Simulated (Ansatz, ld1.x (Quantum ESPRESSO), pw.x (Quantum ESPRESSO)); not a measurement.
From atom to crystal: TM potential for hafnium (Hf)

```
Element                 : hafnium (Hf)
Generator               : ld1.x (Quantum ESPRESSO) 7.5
Type                    : norm-conserving Troullier–Martins (Kleinman–Bylander form)
Functional              : PBE
Relativity              : scalar-relativistic
Frozen core             : [Xe] 4f14
Valence charge          : 4
Reference configuration : 5d2 6s2 6p0
Partial waves           : 6s (bound): rc 2.95 bohr; 6p (bound, empty): rc 3.45 bohr; 5d (bound): rc 2.65 bohr
Local potential         : all-electron potential smoothed inside 2.55 bohr (lloc = -1)
Core correction         : Bessel-smoothed model core inside 2.50 bohr
```

Crystal test: diamond Hf in pw.x 7.5, no spin, 8³ k-points, Fermi–Dirac smearing 0.01 Ry, cutoffs 50/200 Ry. The reference is all-electron LAPW (Ansatz 0.2.0) with the same functional, mesh and smearing; V0 and B0 come from Birch–Murnaghan fits to the pressures at five volumes. Errors are pseudo minus all-electron; Δ is the rms difference of the E(V) curves that follow from these fits, minima aligned, over ±6 % about the mean V0. Mesh and smearing are coarse, so the numbers serve the comparison and aren't converged zero-temperature values; the lattice is a test structure that the element need not adopt.

All-electron: a0 = 6.558 Å (V0 = 35.25 Å³/atom), B0 = 29.4 GPa.

How far does the potential miss the all-electron equation of state?

mean pressure error (GPa): -0.98; a0 (Å): 6.481; a0 error (%): -1.18; B0 error (%): -4.6; Δ (meV/atom): 7.7. The largest radius (3.45 bohr) exceeds half the bond length (2.68 bohr), so the spheres overlap, which is one possible source of error among others. This is a poor potential for the solid. Note: ghost state, extra bound levels that the all-electron valence spectrum of the same l lacks: s at -2.08 eV. A true bound ghost makes a file unfit for plane-wave use. Atomic configuration tests: 1 of 7 tests not solved or not reliable. The logarithmic derivative shows an extra or strongly shifted pseudo pole above the reference energy (s near -0.15 Ry, p near 1.88 Ry).

| V (Å³/atom) | P all-electron (GPa) | P pseudo (GPa) |
| --- | --- | --- |
| 33.483 | 1.58 | 0.45 |
| 34.364 | 0.76 | -0.28 |
| 35.245 | 0.00 | -0.97 |
| 36.126 | -0.71 | -1.61 |
| 37.007 | -1.37 | -2.22 |

At the middle volume, how do free energy and pressure move when the wave cutoff is lowered (ecutrho kept at four times it)?

```
cutoff (Ry)  shift of F (meV/atom)  shift of P (GPa)
         22                  +36.9             -1.17
         30                   +1.1             -0.00
         40                   +0.5             -0.01
```

The run at the middle volume (29 k-points, 8 iterations) took about 7.8 s on one core of a shared host (AMD EPYC 9R14, 96 threads, 370 GiB, load 8).
